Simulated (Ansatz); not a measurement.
Geometry optimisation in Ansatz: input, command and trajectory.

```yaml
crystal:
  lattice:
    - [-2.5538463026, 2.5538463026, 9.5960667852]
    - [2.5538463026, -2.5538463026, 9.5960667852]
    - [2.5538463026, 2.5538463026, -9.5960667852]
  atoms:
    - { symbol: Cs, position: [0.25, 0.75, 0.5] }
    - { symbol: Cs, position: [0.5, 0.5, 0.0] }
basis:
  ecutwfc: 420
kpoints:
  mp_grid: { grid: [12, 12, 12] }
hamiltonian:
  xc: pbe
scf:
  occupations: { method: gaussian, width: 0.1 }
output:
  forces: true
  stress: true
  eigenvalues: true
relax:
  adjacent_minimum: "off"
  f_tol: 0.005
  max_steps: 80
  cell: { stress_tol: 0.05 }
```

```bash
ansatz run input.yaml --threads 1 --pin off --max-ram 2560MiB --backend cpu --events-out ev --progress --plain --runs-dir out
```

Method: DFT PBE, scalar-relativistic, plane waves, PAW (Ansatz 0.2.0).

Of 4 frames 3 are shown, positions in Å and forces in eV/Å; the SCF threshold varies from step to step. Steps run on the plane waves of an earlier cell, with a Pulay correction in the pressure. The basis is chosen afresh for the last frame, the zero of the energies, and at times for earlier ones too; energy and pressure step there, also at an unchanged geometry.

```xyz
2
Lattice="-2.5538 2.5538 9.5961 2.5538 -2.5538 9.5961 2.5538 2.5538 -9.5961" Properties=species:S:1:pos:R:3:forces:R:3 pbc="T T T" step=1 free_energy_over_end_meV_per_atom=1.40 pressure_GPa=-0.02
Cs    2.5538    0.0000    4.7980    0.0000    0.0000    0.0000
Cs    0.0000    0.0000    9.5961    0.0000    0.0000    0.0000
2
Lattice="-2.5549 2.5549 9.5794 2.5549 -2.5549 9.5794 2.5549 2.5549 -9.5794" Properties=species:S:1:pos:R:3:forces:R:3 pbc="T T T" step=2 free_energy_over_end_meV_per_atom=1.24 pressure_GPa=-0.02
Cs    2.5549    0.0000    4.7897    0.0000    0.0000    0.0000
Cs    0.0000    0.0000    9.5794    0.0000    0.0000    0.0000
2
Lattice="-2.5739 2.5739 9.2821 2.5739 -2.5739 9.2821 2.5739 2.5739 -9.2821" Properties=species:S:1:pos:R:3:forces:R:3 pbc="T T T" step=4 free_energy_over_end_meV_per_atom=0.00 pressure_GPa=0.01
Cs    2.5739    0.0000    4.6410    0.0000    0.0000    0.0000
Cs    0.0000    0.0000    9.2821    0.0000    0.0000    0.0000
```

The run took 85 s on 1 thread of Intel(R) Xeon(R) Platinum 8488C (Sapphire Rapids), with other jobs on the host, peak memory 0.88 GiB.